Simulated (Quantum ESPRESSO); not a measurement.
The system is Sr.

```
Sr
1.0
     0.00000    3.04235    3.04235
     3.04235    0.00000    3.04235
     3.04235    3.04235    0.00000
Sr
1
Direct
  0.00000 0.00000 0.00000
```

Base run:

- Program: Quantum ESPRESSO 7.5
- Functional: RPBE
- Potentials or basis: SG15 PBE 1.2
- Cutoff: 925 eV
- Density cutoff: 3701 eV
- k mesh: 8 × 8 × 8
- Occupations: fermi-dirac, width 0.05 eV
- Spin: no spin polarisation

Its results: band gap on the k mesh none (metal or under the smearing width); pressure 0.3 GPa.

Q: After a change of settings the same cell gave: band gap on the k mesh none (metal or under the smearing width); pressure -0.9 GPa. Which change was it?
A. functional from RPBE to BLYP
B. functional from RPBE to SCAN; k mesh from 8 × 8 × 8 to 6 × 6 × 6
C. functional from RPBE to r2SCAN; k mesh from 8 × 8 × 8 to 6 × 6 × 6
D. functional from RPBE to PBEsol

A: D.

PBEsol binds more tightly than RPBE, so the same cell stands under less pressure.

Caveats: the potentials were made for another functional, which shifts forces and pressure.

Runs at the PBE level aren't shown here.
